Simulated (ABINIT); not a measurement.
Planning a run of ABINIT 10.8.3 on AlN (F-43m). The input:

```
acell 3*1.0 Angstrom
rprim 
  -0.000000000000 2.183993559600 2.183993559600
  2.183993559600 -0.000000000000 2.183993559600
  2.183993559600 2.183993559600 -0.000000000000
ntypat 2
znucl 13 7
natom 2
typat 1 2
xred 
  0.000000000000 0.000000000000 0.000000000000
  0.750000000000 0.750000000000 0.750000000000
pp_dirpath "pseudos"
pseudos "Al.upf, N.upf"
ecut 36
ngkpt 8 8 8
nshiftk 1
shiftk 0 0 0
kptopt 1
chksymbreak 0
istwfk *1
occopt 1
irdwfk 1
optdriver 4
nband 118
gwcalctyp 0
ecutsigx 36
symsigma 1
nkptgw 2
kptgw 
  0.0000000000 0.0000000000 0.0000000000
  0.5000000000 0.5000000000 0.0000000000
bdgw 
  2 8
  3 6
ecuteps 8.8
irdscr 1
ppmodel 1
indata_prefix "in"
outdata_prefix "out"
tmpdata_prefix "tmp"
```

```sh
OMP_NUM_THREADS=1 mpirun -n 4 abinit run.abi > log
```

Question: How long will it take on 4 MPI ranks of Arm Neoverse V1, shared host, and how much memory?

It took 22 s; on shared hardware allow 11 s to 44 s. Peak host memory was 1.4 GiB.

[Paths, hosts, dates, memory and timing lines, banners, echoed tables and standing remarks are left out of the program output.]

[Logs are printed without paths, hosts, clocks, repeated set-up lines and the standing remarks that a program may print on its own settings, such as how far it seeks lower states.]

[Runs of the session that timed out or met a known fault of the program may be left out.]

[Hosts, paths, dates, database ids (printed as entryN), source tags and the programs' standing remarks are cut or masked in the printed files.]

[G0W0 gaps are taken among the corrected bands and points alone; a level outside them can change the order at an edge.]

[Where Ansatz stands beside ABINIT at settings called matched, ABINIT's density can come from a denser mesh and the files from another edition; pairs whose starting gaps differed by over 0.03 eV were left out, so agreement reads better than it is.]
